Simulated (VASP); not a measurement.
Output of a VASP run:

### OUTCAR
```
 ion  position               nearest neighbor table
   1  0.000  0.000  0.000-
   2  0.500  0.500  0.500-
  LATTYP: Found a simple cubic cell.
 ALAT       =     3.7262914023
 Subroutine PRICEL returns:
 Original cell was already a primitive cell.
 Subroutine GETGRP returns: Found 48 space group operations
The static configuration has the point symmetry O_h .
The dynamic configuration has the point symmetry O_h .
 Subroutine INISYM returns: Found 48 space group operations
 Subroutine IBZKPT returns following result:
 Found     20 irreducible k-points:

 Following reciprocal coordinates:
            Coordinates               Weight
  0.000000  0.000000  0.000000      1.000000
  0.142857  0.000000  0.000000      6.000000
  0.285714  0.000000  0.000000      6.000000
  0.428571  0.000000  0.000000      6.000000
  0.142857  0.142857  0.000000     12.000000
  0.285714  0.142857  0.000000     24.000000
  0.428571  0.142857  0.000000     24.000000
  0.285714  0.285714  0.000000     12.000000
  0.428571  0.285714  0.000000     24.000000
  0.428571  0.428571  0.000000     12.000000
  0.142857  0.142857  0.142857      8.000000
  0.285714  0.142857  0.142857     24.000000
  0.428571  0.142857  0.142857     24.000000
  0.285714  0.285714  0.142857     24.000000
  0.428571  0.285714  0.142857     48.000000
  0.428571  0.428571  0.142857     24.000000
  0.285714  0.285714  0.285714      8.000000
  0.428571  0.285714  0.285714     24.000000
  0.428571  0.428571  0.285714     24.000000
  0.428571  0.428571  0.428571      8.000000
   k-points           NKPTS =     20   k-points in BZ     NKDIM =     20   number of bands    NBANDS=     12
   number of dos      NEDOS =    301   number of ions     NIONS =      2
   total plane-waves  NPLWV =  21952
   dimension x,y,z NGX =    28 NGY =   28 NGZ =   28
   dimension x,y,z NGXF=    56 NGYF=   56 NGZF=   56
   ions per type =               1   1
   PREC   = accura    normal or accurate (medium, high low for compatibility)
   ISTART =      0    job   : 0-new  1-cont  2-samecut
   ICHARG =      2    charge: 1-file 2-atom 10-const
   ISPIN  =      1    spin polarized calculation?
   LNONCOLLINEAR =      F non collinear calculations
   LSORBIT =      F    spin-orbit coupling
   INIWAV =      1    electr: 0-lowe 1-rand  2-diag
   ENCUT  =  500.0 eV  36.75 Ry    6.06 a.u.   6.79  6.79  6.79*2*pi/ulx,y,z
   NELM   =    100;   NELMIN=  2; NELMDL= -5     # of ELM steps
   EDIFF  = 0.1E-05   stopping-criterion for ELM
   LREAL  =      F    real-space projection
   NLSPLINE    = F    spline interpolate recip. space projectors
   LMAXMIX     =    4 max onsite mixed and CHGCAR
   VOSKOWN=      0    Vosko Wilk Nusair interpolation
   EDIFFG = -.2E-01   stopping-criterion for IOM
   NSW    =     40    number of steps for IOM
   NBLOCK =      1;   KBLOCK =     40    inner block; outer block
   IBRION =      2    ionic relax: 0-MD 1-quasi-New 2-CG
   NFREE  =      1    steps in history (QN), initial steepest desc. (CG)
   ISIF   =      3    stress and relaxation
   ISYM   =      2    0-nonsym 1-usesym 2-fastsym
   TEIN   =    0.0    initial temperature
   TEBEG  =    0.0;   TEEND  =   0.0 temperature during run
   SMASS  =  -3.00    Nose mass-parameter (am)
   PSTRESS=  200.0 pullay stress
   NELECT =      16.0000    total number of electrons
   EFERMI =   0.00;   METHOD = LEGACY
   ISMEAR =     0;   SIGMA  =   0.05  broadening in eV -4-tet -1-fermi 0-gaus
   IALGO  =     38    algorithm
   LDIAG  =      T    sub-space diagonalisation (order eigenvalues)
   IMIX   =      4    mixing-type and parameters
     AMIX     =   0.40;   BMIX     =  1.00
     AMIX_MAG =   1.60;   BMIX_MAG =  1.00
     AMIN     =   0.10
   GGA     = PS    functional components
   VOSKOWN =     0    Vosko Wilk Nusair interpolation
   LHFCALC =     F    Hartree Fock is set to
   LHFONE  =     F    Hartree Fock one center treatment
...
```

### OSZICAR
```
...
DAV:   4    -0.677740463175E+01   -0.45067E-01   -0.45036E-01   556   0.580E+00
DAV:   5    -0.677802466871E+01   -0.62004E-03   -0.62000E-03   604   0.664E-01    0.296E+00
DAV:   6    -0.650128774138E+01    0.27674E+00   -0.47854E-01   536   0.483E+00    0.183E+00
DAV:   7    -0.646811905779E+01    0.33169E-01   -0.17098E-01   620   0.271E+00    0.994E-01
DAV:   8    -0.646706791412E+01    0.10511E-02   -0.12837E-02   568   0.875E-01    0.107E-01
DAV:   9    -0.646681896237E+01    0.24895E-03   -0.91179E-04   608   0.229E-01    0.676E-02
DAV:  10    -0.646685749904E+01   -0.38537E-04   -0.14975E-04   592   0.979E-02    0.257E-02
DAV:  11    -0.646686243239E+01   -0.49333E-05   -0.27865E-05   576   0.399E-02    0.601E-03
DAV:  12    -0.646686126141E+01    0.11710E-05   -0.45328E-06   564   0.165E-02    0.167E-03
DAV:  13    -0.646686128687E+01   -0.25455E-07   -0.35646E-07   328   0.458E-03
   1 F= -.80907329E-02 E0= -.80907329E-02  d E =-.809073E-02
       N       E                     dE             d eps       ncg     rms          rms(c)
DAV:   1    -0.100585827829E+02   -0.35917E+01   -0.10931E+02   508   0.822E+01    0.154E+01
DAV:   2    -0.608789383065E+01    0.39707E+01   -0.54302E+00   484   0.165E+01    0.510E+00
DAV:   3    -0.507465578967E+01    0.10132E+01   -0.26696E+00   492   0.110E+01    0.329E+00
DAV:   4    -0.504661110343E+01    0.28045E-01   -0.12811E-01   536   0.290E+00    0.827E-01
DAV:   5    -0.504409623961E+01    0.25149E-02   -0.29673E-02   520   0.127E+00    0.328E-01
DAV:   6    -0.504392870529E+01    0.16753E-03   -0.21771E-03   532   0.355E-01    0.120E-01
DAV:   7    -0.504393993091E+01   -0.11226E-04   -0.20818E-04   544   0.122E-01    0.413E-02
DAV:   8    -0.504393369093E+01    0.62400E-05   -0.23975E-05   524   0.385E-02    0.155E-02
DAV:   9    -0.504393431016E+01   -0.61923E-06   -0.57129E-07   300   0.784E-03
   2 F= 0.19283622E-01 E0= 0.19283622E-01  d E =0.273744E-01
       N       E                     dE             d eps       ncg     rms          rms(c)
DAV:   1    -0.718281991578E+01   -0.21389E+01   -0.24755E+01   496   0.346E+01    0.578E+00
DAV:   2    -0.618641773662E+01    0.99640E+00   -0.15523E+00   492   0.863E+00    0.232E+00
DAV:   3    -0.595035696606E+01    0.23606E+00   -0.64479E-01   488   0.534E+00    0.145E+00
DAV:   4    -0.594370978211E+01    0.66472E-02   -0.25642E-02   552   0.125E+00    0.460E-01
DAV:   5    -0.594342522466E+01    0.28456E-03   -0.39430E-03   520   0.461E-01    0.172E-01
DAV:   6    -0.594339598793E+01    0.29237E-04   -0.14187E-04   556   0.880E-02    0.974E-02
DAV:   7    -0.594338955354E+01    0.64344E-05   -0.44418E-05   540   0.511E-02    0.158E-02
DAV:   8    -0.594339055884E+01   -0.10053E-05   -0.92498E-07   324   0.993E-03    0.372E-03
DAV:   9    -0.594339074932E+01   -0.19048E-06   -0.10567E-07   260   0.351E-03
   3 F= -.21237354E+00 E0= -.21237354E+00  d E =-.204283E+00
       N       E                     dE             d eps       ncg     rms          rms(c)
DAV:   1    -0.593002519017E+01    0.13365E-01   -0.10187E-02   508   0.728E-01    0.123E-01
DAV:   2    -0.592961767988E+01    0.40751E-03   -0.60504E-04   488   0.170E-01    0.461E-02
DAV:   3    -0.592952387467E+01    0.93805E-04   -0.26275E-04   500   0.107E-01    0.253E-02
DAV:   4    -0.592952343989E+01    0.43477E-06   -0.11246E-05   540   0.262E-02    0.715E-03
DAV:   5    -0.592952390645E+01   -0.46656E-06   -0.14582E-06   288   0.932E-03
   4 F= -.21247441E+00 E0= -.21247441E+00  d E =-.204384E+00
```

OUTCAR:
```
------------------------ aborting loop because EDIFF is reached ----------------------------------------
  FORCE on cell =-STRESS in cart. coord.  units (eV):
  Direction    XX          YY          ZZ          XY          YZ          ZX
  --------------------------------------------------------------------------------------
  Total        5.7137241      5.7137241      5.7137241     -0.0000000     -0.0000000      0.0000000
  in kB      199.8836681    199.8836681    199.8836681     -0.0000000     -0.0000000      0.0000000
  external PRESSURE =      -0.1163319 kB  Pullay stress =     200.0000000 kB
  volume of cell :       45.80
      direct lattice vectors                 reciprocal lattice vectors
     3.577811972  0.000000000 -0.000000000     0.279500434  0.000000000  0.000000000
     0.000000000  3.577811972 -0.000000000    -0.000000000  0.279500434 -0.000000000
    -0.000000000  0.000000000  3.577811972     0.000000000  0.000000000  0.279500434
 POSITION                                       TOTAL-FORCE (eV/Angst)
 -----------------------------------------------------------------------------------
      0.00000      0.00000      0.00000         0.000000     -0.000000      0.000000
      1.78891      1.78891      1.78891        -0.000000      0.000000      0.000000
 -----------------------------------------------------------------------------------
    total drift:                                0.000000      0.000000      0.000000
  FREE ENERGIE OF THE ION-ELECTRON SYSTEM (eV)
  ---------------------------------------------------
  free  energy   TOTEN  =        -5.9295239065 eV

  energy  without entropy=       -5.9295239065  energy(sigma->0) =       -5.92952391
  enthalpy is  TOTEN    =        -0.2124744096 eV   P V=        5.7170494968

 reached required accuracy - stopping structural energy minimisation
```
(Selected blocks of OUTCAR.)

### POSCAR
```
CsCl
1
    3.7262914023     0.0000000000     0.0000000000
    0.0000000000     3.7262914023     0.0000000000
    0.0000000000     0.0000000000     3.7262914023
Cs Cl
1 1
Direct
  0.0000000000   0.0000000000   0.0000000000
  0.5000000000   0.5000000000   0.5000000000
```

**Question.** Reconstruct the remaining input files.

**Answer.** One answer among several that fit: the input of the run itself, PBEsol GGA, plane waves, VASP's PBE PAW potentials (set 64).

### KPOINTS
```
Automatic mesh
0
Gamma
7 7 7
0 0 0
```

INCAR:
```
ALGO = Normal
EDIFF = 1E-6
EDIFFG = -0.02
ENCUT = 500
GGA = PS
IBRION = 2
ISIF = 3
ISMEAR = 0
LASPH = .True.
LCHARG = .False.
LMAXMIX = 4
LREAL = .False.
LWAVE = .False.
NELM = 100
NSW = 40
PREC = Accurate
PSTRESS = 200
SIGMA = 0.05
SYSTEM = CsCl
```

POTCAR, in this order: Cs_sv Cl (PBE.64 set). Program: vasp_std.

Energy and stress use the plane-wave basis of the starting cell.

The compound is CsCl in the CsCl type structure. This run relaxes it under an external pressure of 20 GPa. Symmetry was kept, so distortions that lower it aren't found.
